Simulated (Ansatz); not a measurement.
## Ta: pressure against volume

Ta, Im-3m, a = 3.281 Å. Ansatz: PBEsol, PAW, 420 eV, Γ-centred 18×18×18 mesh on 1 atom, Gaussian smearing 0.10 eV; no spin polarisation. Symmetry fixes shape and atoms, so the cell is only scaled; pressure is positive in compression.

```tsv
V (Å³/atom)	P (GPa)
15.534	34.09
16.063	23.71
16.593	14.58
17.123	?
17.652	-0.02
18.182	-5.78
18.711	-10.80
19.417	-16.48
```

Question: Take V0 = 17.652 Å³/atom, count pressures from its P0 = -0.02 GPa, fit the third-order Birch–Murnaghan form to the other rows, and predict the missing pressure.

Answer: With the Eulerian strain f = ½[(V0/V)^(2/3) − 1] and y = (P − P0)/[3f(1 + 2f)^(5/2)], the form is the line y = B0 + 1.5 B0 (B0′ − 4) f. Rows (f, y): 0.04447, 206.6; 0.03245, 208.3; 0.02105, 208.5; -0.00976, 206.7; -0.01905, 207.9; -0.03078, 208.9. Means f = 0.006397, y = 207.82; Σ(Δf)² = 0.004634, ΣΔfΔy = -0.04807; the slope is their ratio. y = 207.9 − 10.37 f GPa, so B0 = 207.9 GPa and B0′ = 4 + 2 × (-10.37)/(3 × 207.9) = 3.97. At V = 17.123, f = 0.01025, y = 207.79 and P = 6.70 GPa. The run gave 6.69 GPa, so the fit is 0.01 GPa too high, within the rms miss on the fitted rows (0.07 GPa).

Spin–orbit coupling is left out, which can shift energies with elements as heavy as these.